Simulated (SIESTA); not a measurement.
## HfO2: equation of state with AM05

HfO2:

```
Hf O
1.0
     5.21946    0.00000    0.00000
     0.00000    5.00476    0.00000
     0.00000    0.00000    5.03269
Hf O
4 8
Cartesian
  5.0472 3.6661 3.7314
  2.7820 3.6661 1.2151
  2.4375 1.3387 3.7314
  0.1723 1.3387 1.2151
  3.2994 4.6477 4.4251
  4.5298 4.6477 1.9087
  1.2211 2.7020 2.4776
  1.3886 2.7020 4.9939
  3.9984 2.3028 4.9939
  3.8308 2.3028 2.4776
  0.6896 0.3571 4.4251
  1.9201 0.3571 1.9087
```

Measurements of this composition are mostly on another form, of space group No. 14.

```json
{
  "Program": "SIESTA 5.4.2",
  "Task": "equation of state",
  "Functional": "AM05",
  "Potentials or basis": "PseudoDojo 0.4 standard (PBEsol files)",
  "Basis": "DZP (energy shift 0.002 Ry)",
  "Grid cutoff": "800 Ry",
  "Energy shift": "0.002 Ry",
  "k mesh": "4 × 4 × 4",
  "Occupations": "fermi-dirac, width 0.05 eV",
  "Spin": "no spin polarisation"
}
```

```json
{
  "Equilibrium volume": "11.08 Å³/atom",
  "Bulk modulus at fixed shape and positions": "258 GPa",
  "Pressure derivative of the bulk modulus": "4.4 (rough: it moves with the points fitted)"
}
```

Energy against volume, from the lowest point:
```
volume (Å³/atom)  energy (meV/atom)
          10.298              50.53
          10.517              25.03
          10.736               8.71
          10.955               0.65
          11.175               0.00
```

All runs of the series together: 29 min on 1 thread of Arm Neoverse V1 (shared host).

Caveat: semicore shells carry a single zeta, which can move pressures by several GPa and volumes by a few percent; the cell was scaled at fixed shape and fractional positions, which overstates the stiffness of a crystal with free parameters, most of all of layers and chains; the potentials were made for another functional, which shifts forces and pressure; the basis of atomic orbitals isn't converged, which shifts pressures, moduli and gaps. The run has no spin-orbit coupling, so splittings on Hf are missing.
